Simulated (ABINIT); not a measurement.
Here is an ABINIT 10.8.3 (patched build) calculation.

run.abi

```
# Pseudopotentials
pp_dirpath "./"
pseudos "Ga.LDA_PW-JTH.xml, P.LDA_PW-JTH.xml"

# Structure
acell 7.2831660764 7.2831660764 7.2831660764
rprim
     0.0000000000     0.7071067812     0.7071067812
     0.7071067812     0.0000000000     0.7071067812
     0.7071067812     0.7071067812     0.0000000000
ntypat 2
znucl 31 15
natom 2
typat 1 2
xred
     0.0000000000     0.0000000000     0.0000000000
     0.7500000000     0.7500000000     0.7500000000

# Plane-wave basis
ecut 20.0
pawecutdg 40.0

# k points
kptopt 1
ngkpt 6 6 6
nshiftk 1
shiftk 0.0 0.0 0.0

# Exchange and correlation
ixc 7

# Bands and occupations
nband 13
occopt 3
tsmear 0.05 eV

# SCF cycle
nstep 100
tolvrs 1.0e-9

# Output
iomode 3
prtwf 0
prtden 0
prteig 0
prtebands 0
enunit 1
prtvol 2
```

Potentials or basis: JTH PAW LDA v2.0.

The run is started by

```sh
$ abinit run.abi > log 2>&1
```

Problem. Estimate the pressure.

Solution. -2.7 GPa.

Problem. What does it give for the band gap on the k mesh?

Solution. 1.49 eV, indirect (least direct gap 1.60 eV).

**The experiment to reproduce.**

From “Stacking defects in GaP nanowires: Electronic structure and optical properties”, 2018, arxiv:1810.01194, for a bulk crystal of GaP at 10 K: band gap 2.34 eV (indirect).

A measured gap of GaP is 2.34 eV (indirect; 10 K; quoted in “Stacking defects in GaP nanowires: Electronic structure and optical properties”, 2018, arxiv:1810.01194); the calculated 1.49 eV misses it by -0.85 eV. Spin-orbit coupling on Ga is left out. The value is that of LDA on a finite k mesh, which can miss the band edges, without temperature or zero-point motion. Semilocal functionals fall short of measured gaps as a rule.
